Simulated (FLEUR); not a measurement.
AlN:

```
CELL_PARAMETERS angstrom
3.11300 0.00000 0.00000
-1.55650 2.69594 0.00000
0.00000 0.00000 4.98100
ATOMIC_POSITIONS crystal
Al 0.66667 0.33333 0.50000
Al 0.33333 0.66667 0.00000
N 0.66667 0.33333 0.88000
N 0.33333 0.66667 0.38000
```

Base run:

| Item | Value |
| --- | --- |
| Program | FLEUR MaX-R8.1 (later development tree) |
| Functional | r2SCAN |
| Potentials or basis | all-electron |
| Basis | FLAPW |
| Kmax | 5.54 1/bohr |
| k mesh | 10 × 10 × 6 |
| Occupations | fermi-dirac, width 0.05 eV |
| Spin | no spin polarisation |

Its results: band gap on the k mesh 4.89 eV, direct.

Question: The run is repeated on the same cell with these changes: functional from r2SCAN to LDA. What comes out?

Answer: Band gap on the k mesh 4.24 eV, direct.

r2SCAN gives the wider gap, since meta-GGAs in the generalised Kohn-Sham scheme recover part of the derivative discontinuity.

Caveats: the meta-GGA is that of a development version, with a GGA for the radial functions and cores and without core tails (some runs).
